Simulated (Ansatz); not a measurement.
TiC: energy from the work of forces and stress

```yaml
crystal:
  lattice:
    - [0.00000, 2.16400, 2.16400]
    - [2.16400, 0.00000, 2.16400]
    - [2.16400, 2.16400, 0.00000]
  atoms:
    - { symbol: Ti, position: [0.00000, 0.00000, 0.00000] }
    - { symbol: C, position: [0.50000, 0.50000, 0.50000] }
```

Method: DFT PBE, scalar-relativistic, plane waves, PAW in Ansatz 0.2.0.

Cutoff 420 eV; k points 16×16×16 on the computed 2-atom cell (Γ-centred); Gaussian smearing, width 0.10 eV; no spin polarisation.

At the start the stress (GPa, compression positive, xx yy zz yz xz xy) is 0.87 0.87 0.87 0.00 0.00 0.00 and all forces are under 0.005 eV/Å. Each variant moves atoms by u and then strains the cell by ε, so an atom ends at (r + u)(1 + ε); shears are tensor components, each standing twice in ε. The starting volume is 20.27 Å³.

Variant 1: strain (xx yy zz yz xz xy, %) -2.25 -2.25 -2.25 0.00 0.00 0.00. There the stress is 20.69 20.69 20.69 0.00 0.00 0.00 GPa.

Variant 2: strain (xx yy zz yz xz xy, %) 2.48 2.48 2.48 0.00 0.00 0.00. There the stress is -15.23 -15.23 -15.23 0.00 0.00 0.00 GPa.

Variant 3: strain (xx yy zz yz xz xy, %) -3.84 -2.65 -3.10 1.00 0.71 -0.39, moves (Å) Ti1 (0.135, 0.064, 0.016); C2 (-0.135, -0.064, -0.016). There the stress is 69.37 34.21 29.95 -4.75 -4.33 -5.53 GPa and the forces (eV/Å) are Ti1 (-4.09, -1.18, -0.38); C2 (4.09, 1.18, 0.38).

Variant 4: strain (xx yy zz yz xz xy, %) 1.70 1.70 1.70 0.00 0.00 0.00. There the stress is -10.77 -10.77 -10.77 0.00 0.00 0.00 GPa.

**Question.** Estimate each change of free energy from forces and stresses by the trapezoid rule along the path (r + tu)(1 + tε), t from 0 to 1, and compare with the computed change.

**Answer.** The derivative of the energy along the path is −F·u(1 + tε) for the atoms and −V σ(1 + tε)⁻¹ : ε for the cell, with F, σ and V taken at t (σ positive in compression; 1 eV/Å³ = 160.2 GPa). Averaging t = 0 and t = 1 gives, in meV per atom:
```
variant work on atoms work on cell sum computed
      1            0.0          44.0   44.0      42.7
      2            0.0          35.6   35.6      37.1
      3          304.7         140.2  444.8     380.6
      4            0.0          16.6   16.6      17.1
```

The rule is exact for a quadratic energy surface and overshoots a term ct³ by c/2, so the difference between the last two columns measures the net anharmonic part along the path (terms of opposite sign can cancel, and the finite basis adds a little): 3 to 17 % here. The largest difference belongs to a path far outside the harmonic range.

The sign of the error follows the sign of the strain. The trapezoid sum is too large for the uniform compression (44.0 against 42.7 meV per atom) and too small for both expansions. This is the usual asymmetry of a bonded solid: shortening the Ti–C contacts steeply raises the overlap repulsion, while stretching them weakens the restoring force from the covalent Ti 3d–C 2p bonds, so the lattice stiffens on compression and softens on expansion.

Variant 3 also overshoots, but not through volume alone. In rock salt, inversion symmetry removes the cubic term of a pure sublattice displacement, so the excess probably comes from quartic terms and from the coupling of the displacement to the compressive strain, which stiffens the Ti–C motion. The large xx stress fits this, since both the displacement and the contraction are greatest along x. Because of that coupling, the division into work on atoms and work on the cell belongs to the chosen path and isn't a unique separation of internal and elastic energy.
